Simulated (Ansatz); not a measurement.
# KI: the cost of one run

Computed with Ansatz 0.2.0 (plane waves, PAW, unless a step's input says otherwise).

2 further runs of the same task are left out: 2 that didn't finish. Runs told in other sessions of the task aren't counted.

## 1. The structure to begin with

The structure is cubic, space group Pm-3m (No. 221). Conventional cell: a = 4.291 Å, b = 4.291 Å, c = 4.291 Å, α = 90.00°, β = 90.00°, γ = 90.00°. Around K (site symmetry m-3m) lie 8 I at 3.72 Å. Around I (site symmetry m-3m) lie 8 K at 3.72 Å.

As a file:

```cif
data_structure
_symmetry_space_group_name_H-M 'P 1'
_symmetry_Int_Tables_number 1
_cell_length_a 4.2909
_cell_length_b 4.2909
_cell_length_c 4.2909
_cell_angle_alpha 90.000
_cell_angle_beta 90.000
_cell_angle_gamma 90.000
_cell_volume 79.01
loop_
_atom_site_label
_atom_site_type_symbol
_atom_site_fract_x
_atom_site_fract_y
_atom_site_fract_z
_atom_site_occupancy
K1 K 0.00000 0.00000 0.00000 1
I1 I 0.50000 0.50000 0.50000 1
```

The cell was relaxed beforehand with r2SCAN; those runs aren't shown. No run includes spin-orbit coupling, which matters for I.

## 2. PBE, anion s p, 4×4×4

The input, input.yaml:

```yaml
crystal:
  lattice:
    - [4.2909401558, 0.0, 0.0]
    - [0.0, 4.2909401558, 0.0]
    - [0.0, 0.0, 4.2909401558]
  atoms:
    - { symbol: K, position: [0.0, 0.0, 0.0] }
    - { symbol: I, position: [0.5, 0.5, 0.5] }
kpoints:
  mp_grid: { grid: [6, 6, 6] }
  band_path:
    path:
      - [[0.0, 0.0, 0.0], [2.191737739644e-50, 0.5, 7.62447713238e-69], [0.5, 0.5, -3.740302968737e-35], [0.0, 0.0, 0.0], [0.5, 0.5, 0.5], [2.191737739644e-50, 0.5, 7.62447713238e-69]]
      - [[0.5, 0.5, 0.5], [0.5, 0.5, -3.740302968737e-35]]
    npoints: 10
hamiltonian:
  xc: pbe
scf:
  occupations: { method: fixed }
  n_extra_bands: 6
output:
  forces: false
  stress: false
  eigenvalues: true
  wannier:
    kmesh: [4, 4, 4]
    projections: [{ species: I, l: s, shell: 5 }, { species: I, l: p, shell: 5 }]
    minimise: true
    write_hr: true
    conv_tol: 1.0e-08
    max_iter: 3000
```

Command:

```console
$ ansatz run input.yaml --threads 4 --pin off --max-ram 3686MiB --backend cpu --events-out ev --progress --plain --runs-dir out
```

Q: Estimate wall time and peak memory on 4 threads of Arm Neoverse V2, shared host.

About 1.2 s, with a peak of 0.31 GiB.
